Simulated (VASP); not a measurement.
Write the native input for VASP 6.6.1 that does the following.

- Task: band structure
- Functional: LDA
- Potentials or basis: VASP PAW LDA potentials, release 64 (Na_pv, F)
- Cutoff: 520 eV
- k mesh: 10 × 10 × 10
- Occupations: gaussian, width 0.02 eV
- Spin: no spin polarisation
- Further INCAR settings: ALGO = Normal; EDIFF = 1e-07

The structure of NaF lies in POSCAR:

```
NaF                                     
1.0
   -0.0000000000      2.2484217325      2.2484217325
    2.2484217325     -0.0000000000      2.2484217325
    2.2484217325      2.2484217325      0.0000000000
  Na              F             
     1     1
Direct
     1.0000000000000000    0.0000000000000000    1.0000000000000000
     0.5000000000000000    0.5000000000000000    0.5000000000000000
```

The cell was built by a generator and needn't be a form met in nature.

The input as run:

INCAR

```
SYSTEM = NaF
  ALGO = Normal
  EDIFF = 1E-7
  ENCUT = 520
  GGA = CA
  ISIF = 2
  ISMEAR = 0
  LASPH = .True.
  LCHARG = .False.
  LREAL = .False.
  LWAVE = .False.
  NELM = 60
  PREC = Accurate
  SIGMA = 0.02
```

KPOINTS

```
k-points
0
Gamma
  10 10 10
  0 0 0
```

KPOINTS_OPT

```
path GXWKGLUWLK,UX
20
line-mode
reciprocal
 0.0000000000  0.0000000000  0.0000000000  G
 0.5000000000  0.0000000000  0.5000000000  X

 0.5000000000  0.0000000000  0.5000000000  X
 0.5000000000  0.2500000000  0.7500000000  W

 0.5000000000  0.2500000000  0.7500000000  W
 0.3750000000  0.3750000000  0.7500000000  K

 0.3750000000  0.3750000000  0.7500000000  K
 0.0000000000  0.0000000000  0.0000000000  G

 0.0000000000  0.0000000000  0.0000000000  G
 0.5000000000  0.5000000000  0.5000000000  L

 0.5000000000  0.5000000000  0.5000000000  L
 0.6250000000  0.2500000000  0.6250000000  U

 0.6250000000  0.2500000000  0.6250000000  U
 0.5000000000  0.2500000000  0.7500000000  W

 0.5000000000  0.2500000000  0.7500000000  W
 0.5000000000  0.5000000000  0.5000000000  L

 0.5000000000  0.5000000000  0.5000000000  L
 0.3750000000  0.3750000000  0.7500000000  K

 0.6250000000  0.2500000000  0.6250000000  U
 0.5000000000  0.0000000000  0.5000000000  X
```

Potentials or basis: VASP PAW LDA potentials, release 64 (Na_pv, F).

The run is started by

```sh
$ cat potpaw_LDA.64/Na_pv/POTCAR potpaw_LDA.64/F/POTCAR > POTCAR
$ mpirun -np 1 vasp_std > vasp.out
```

It gave:

```
Pressure                : 0.2 GPa
Band gap on the k mesh  : 6.46 eV, direct
Band gap along the path : 6.46 eV, direct
```

It took 16 s on 1 thread of Intel(R) Xeon(R) Platinum 8488C (Sapphire Rapids), on a shared host, peak memory 0.13 GiB.
